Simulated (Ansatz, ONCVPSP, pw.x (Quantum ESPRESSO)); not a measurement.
pw.x on bcc Cu: one setting changed

Potential: optimised norm-conserving Vanderbilt (ONCV), ONCVPSP 4.0.1.1 (patched build), PBE; core [Ne], reference 3s2 3p6 3d9; waves: 3s: rc 0.95 bohr, ncon 3, nbas 7, qcut 11.4 1/bohr, 2 projectors, debl 3.2 Ha; 3p: rc 0.85 bohr, ncon 4, nbas 8, qcut 12.7 1/bohr, 1 projector; 3d: rc 1.50 bohr, ncon 4, nbas 8, qcut 11.2 1/bohr, 2 projectors, debl 3.4 Ha; local part: polynomial inside 0.70 bohr (lpopt 5, dvloc0 1 Ha); core correction: Teter function, fcfact 5, rcfact 1.6. In the s channel the program set the typed energies aside and used -5.155, 0.250 Ha.

The reference run (k-mesh 16³, cutoffs 170/680 Ry, Fermi–Dirac 0.01 Ry, mixing_beta 0.4, conv_thr 1e-9, no spin) gives -1.07 GPa at 12.019 Å³/atom, where all-electron LAPW gives -0.10 GPa. This run, with its own iteration cap, changes startingwfc to atomic.

```
&control
  calculation='scf', prefix='x', pseudo_dir='./', outdir='./tmp', tstress=.true., disk_io='none'
/
&system
  ibrav=0, nat=1, ntyp=1, ecutwfc=170, ecutrho=680, nbnd=18,
  occupations='smearing', smearing='fd', degauss=0.01
/
&electrons
  conv_thr=1e-09, mixing_beta=0.4, electron_maxstep=60, startingwfc='atomic'
/
ATOMIC_SPECIES
Cu 1.0 Cu.UPF
CELL_PARAMETERS angstrom
  -1.44301036 1.44301036 1.44301036
  1.44301036 -1.44301036 1.44301036
  1.44301036 1.44301036 -1.44301036
ATOMIC_POSITIONS crystal
Cu 0.0000 0.0000 0.0000
K_POINTS automatic
16 16 16 0 0 0
```

```bash
pw.x < Cu.scf.in > Cu.scf.out
```

Q: How does the run end?

A: It converges in 20 iterations; the free energy moves by +0.0 meV/atom and the pressure by +0.00 GPa. The result is that of the reference run.

```
Message from routine setup:
     using ibrav=0 with symmetry is DISCOURAGED, use correct ibrav instead
     lattice parameter (alat)  =       4.7231  a.u.
     unit-cell volume          =      81.1082 (a.u.)^3
     number of electrons       =        19.00
     number of Kohn-Sham states=           18
     kinetic-energy cutoff     =     170.0000  Ry
     charge density cutoff     =     680.0000  Ry
     scf convergence threshold =      1.0E-09
     Exchange-correlation= PBE
     number of k points=   145  Fermi-Dirac smearing, width (Ry)=  0.0100
     iteration #  1     ecut=   170.00 Ry     beta= 0.40
     total energy              =    -385.24964127 Ry
     estimated scf accuracy    <      30.86789284 Ry
     iteration #  2     ecut=   170.00 Ry     beta= 0.40
     total energy              =    -394.82758432 Ry
     estimated scf accuracy    <       4.67536019 Ry
     iteration #  3     ecut=   170.00 Ry     beta= 0.40
     total energy              =    -395.18253465 Ry
     estimated scf accuracy    <       0.33895795 Ry
     iteration #  4     ecut=   170.00 Ry     beta= 0.40
     total energy              =    -395.23675071 Ry
     estimated scf accuracy    <       0.01189735 Ry
     iteration #  5     ecut=   170.00 Ry     beta= 0.40
     total energy              =    -395.20366381 Ry
     estimated scf accuracy    <       0.09257920 Ry
     iteration #  6     ecut=   170.00 Ry     beta= 0.40
     total energy              =    -395.22525382 Ry
     estimated scf accuracy    <       0.00299079 Ry
     [... 8 iterations left out ...]
     iteration # 15     ecut=   170.00 Ry     beta= 0.40
     total energy              =    -395.22459828 Ry
     estimated scf accuracy    <       0.00001258 Ry
     iteration # 16     ecut=   170.00 Ry     beta= 0.40
     total energy              =    -395.22460046 Ry
     estimated scf accuracy    <       0.00000007 Ry
     iteration # 17     ecut=   170.00 Ry     beta= 0.40
     total energy              =    -395.22460029 Ry
     estimated scf accuracy    <       0.00000036 Ry
     iteration # 18     ecut=   170.00 Ry     beta= 0.40
     total energy              =    -395.22460038 Ry
     estimated scf accuracy    <       0.00000006 Ry
     iteration # 19     ecut=   170.00 Ry     beta= 0.40
     total energy              =    -395.22460039 Ry
     estimated scf accuracy    <          1.7E-09 Ry
     iteration # 20     ecut=   170.00 Ry     beta= 0.40
     the Fermi energy is    16.4272 ev
!    total energy              =    -395.22460039 Ry
     estimated scf accuracy    <          1.2E-10 Ry
     smearing contrib. (-TS)   =      -0.00167066 Ry
     The total energy is F=E-TS. E is the sum of the following terms:
     one-electron contribution =    -225.00940349 Ry
     hartree contribution      =     124.34648253 Ry
     xc contribution           =     -53.66998987 Ry
     ewald contribution        =    -240.89001890 Ry
     convergence has been achieved in  20 iterations
          total   stress  (Ry/bohr**3)                   (kbar)     P=      -10.69
     Message from routine punch:
     Nothing written, as per user request (disk_io='none')
```

The run took about 1.7 min on one core of a shared host (Intel(R) Xeon(R) 6975P-C, 192 threads, 378 GiB, load 84).
